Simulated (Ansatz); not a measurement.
The system is Ta2C.

```
Ta C
1.0
     3.10590    0.00000    0.00000
    -1.55295    2.68979    0.00000
     0.00000    0.00000    4.94640
Ta C
2 1
Cartesian
  1.5530 0.8966 3.6999
  0.0000 1.7932 1.2465
  0.0000 0.0000 0.0000
```

```yaml
Program: Ansatz 0.2.0
Task: relaxation of cell and atoms
Functional: LDA
Potentials_or_basis: Ansatz PAW
Cutoff: "420 eV (not typed: the program's choice for these potentials)"
k_mesh: 10 × 10 × 6
Occupations: fermi-dirac, width 0.05 eV
Spin: no spin polarisation
Hubbard_terms: Ta d U = 6 eV
```

At the start: volume 13.77 Å³/atom.

Question: Where does the relaxation end?

Answer: It ends after 8 steps and the volume is 13.54 Å³/atom (-1.7 %); space group P-3m1 (No. 164, to 0.05 Å).

Step by step:
```tsv
step	energy change (eV)	largest force (eV/Å)	volume (Å³)
1	0.0000	0.2275	41.32
2	-0.0114	0.0294	40.82
3	-0.0122	0.1329	40.62
4	-0.0128	0.0129	40.63
5	-0.0128	0.0023	40.63
6	-0.0120	0.0022	40.63
7	-0.0120	0.0002	40.63
8	-0.0120	0.0001	40.63
```

Final structure:
```
Ta C
1.0
     3.09191    0.00000    0.00000
    -1.54596    2.67767    0.00000
     0.00000    0.00000    4.90739
Ta C
2 1
Direct
  0.66667 0.33333 0.74518
  0.33333 0.66667 0.25482
  0.00000 0.00000 0.00000
```

Caveat: the plane-wave basis is chosen anew once the cell has moved, so the energies of steps on either side of that aren't comparable; U without spin polarisation on a metal has little footing; the PAW data sets come from PBE, with cores solved anew for the run's functional, which leaves a small shift of forces and pressure; the U is typed as a test and isn't derived for this compound.
